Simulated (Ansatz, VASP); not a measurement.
**One calculation of BiTe3, two programs**

```
CELL_PARAMETERS angstrom
5.39697 0.00000 0.00000
0.00000 5.39697 0.00000
0.00000 0.00000 5.39697
ATOMIC_POSITIONS crystal
Bi 0.50000 0.50000 0.50000
Te 0.00000 0.50000 0.50000
Te 0.50000 0.00000 0.50000
Te 0.50000 0.50000 0.00000
```

Alike in both runs: task single point; functional PBE; k mesh 4 × 4 × 4; occupations gaussian, width 0.1 eV; no spin polarisation.

|  | VASP | Ansatz |
| --- | --- | --- |
| version | VASP 6.6.1 | Ansatz 0.2.0 |
| potentials or method | VASP PAW PBE potentials, release 64 (Bi_d, Te) | scalar-relativistic, plane waves, PAW |
| plane-wave cutoff (eV) | 520 | 420 |
| valence electrons in the cell | 33 | 63 |

```csv
,VASP,Ansatz,Ansatz less VASP
gap on the k mesh at the Fermi level (eV),none,none,-
pressure (GPa),14.3,14.3,+0.04
```

A gap of «none» marks a metal or a gap that the smearing closes. The two sets of potentials don't hold the same shells in valence.

Caveats: spin-orbit coupling is left out, which moves the levels of the heavy elements.
